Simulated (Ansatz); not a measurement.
KCl (Fm-3m) from a database structure, relaxed with r2SCAN in the PAW code Ansatz: space group Fm-3m (No. 225), cubic; conventional cell a = 6.290 Å, 31.10 Å³ an atom. K is surrounded by 6 Cl at 3.14 Å; Cl is surrounded by 6 K at 3.14 Å. The primitive cell holds 2 atoms in 62.21 Å³. Calculated for a static, non-magnetic cell.

Computed values: PBE gives a gap of 5.19 eV and PBE0 (25 % exact exchange) 7.24 eV; one over PBE's mean ε∞ is 0.430. HSE06 (6×6×6) gives a least gap of 6.50 eV, direct. In PBE's bands the lowest conduction level rises by 0.083 eV from Γ to the point 0.0999 1/Å along Γ–X; the direct gap at Γ is 5.19 eV. PBEsol's static dielectric constant, on its own cell, is 5.3. r2SCAN's ε∞ is 2.25. On the PBEsol cell (Ω = 60.84 Å³ for two atoms) PBEsol gives ω_TO = 138.3 cm⁻¹, Z* = ±1.124 and ε∞ = 2.383.

What is the density?
The cell holds 1 K, 1 Cl: M = 1×39.098 + 1×35.450 = 74.55 u in V = 62.21 Å³. ρ = 1.66054 × M/V = 1.66054 × 74.55/62.21 = 1.990 g/cm³, for the static r2SCAN lattice.

Taking the gap as linear in the share of unscreened exchange, estimate the gap of the hybrid whose share is 1/ε∞.
The slope is (7.24 − 5.19)/0.25 = 8.20 eV per unit share, so E_g ≈ 5.19 + 8.20 × 0.430 = 8.72 eV. The run with that share gives 8.75 eV (6×6×6 mesh), +0.03 eV from the straight line.

At what wavelength does absorption set in by HSE06, excitons left aside?
λ = 1239.84 eV nm/E: 191 nm for the least gap. That lies in the ultraviolet, so by this gap the crystal is transparent to visible light.

Estimate the electron mass at Γ from the rise of PBE's conduction level.
A parabola gives m*/mₑ = (ħ²/2mₑ) k²/ΔE = 3.810 × 0.0999²/0.083 = 0.458. The band flattens away from Γ; with E(1 + E/E_g) = ħ²k²/2m* the mass at the edge is 0.458/(1 + 0.083/5.19) = 0.451 (1/E_g is only a rough value for the bending). It is PBE's mass, and a gap that is too small makes it too light.

With that mass, what binding energy and radius does a hydrogenic donor have?
E_D = 13.606 eV × m*/ε⁰² = 13.606 × 0.451/5.3² = 218 meV; a_D = 0.529 Å × ε⁰/m* = 6 Å. That is only a cell or two, so the model fails here and the numbers are a rough scale.

What refractive index and reflectivity at normal incidence follow, below the gap and above the phonons?
n = √2.25 = 1.500; R = ((n − 1)/(n + 1))² = (0.500/2.500)² = 4.0 % a face.

Work out the longitudinal frequency.
ω_LO² − ω_TO² = 4π Z*² e²/(ε∞ μ Ω), with μ = 39.10×35.45/74.55 = 18.593 u and e² = 14.400 eV Å; √(eV/(u Å²)) is 521.47 cm⁻¹. That gives 2.31e+04 cm⁻², so ω_LO = √(138.3² + 2.31e+04) = 205.4 cm⁻¹; the program prints 205.3.

What static dielectric constant follows from Lyddane-Sachs-Teller, and how strong is the polar coupling 1/ε∞ − 1/ε⁰?
ε⁰ = ε∞ (ω_LO/ω_TO)² = 2.383 × (205.4/138.3)² = 5.26 (the run: 5.25). 1/ε∞ − 1/ε⁰ = 0.4196 − 0.1903 = 0.2294, the factor that enters the Fröhlich constant.

The meshes of the hybrids are coarse, so their gaps aren't converged to the digits shown.
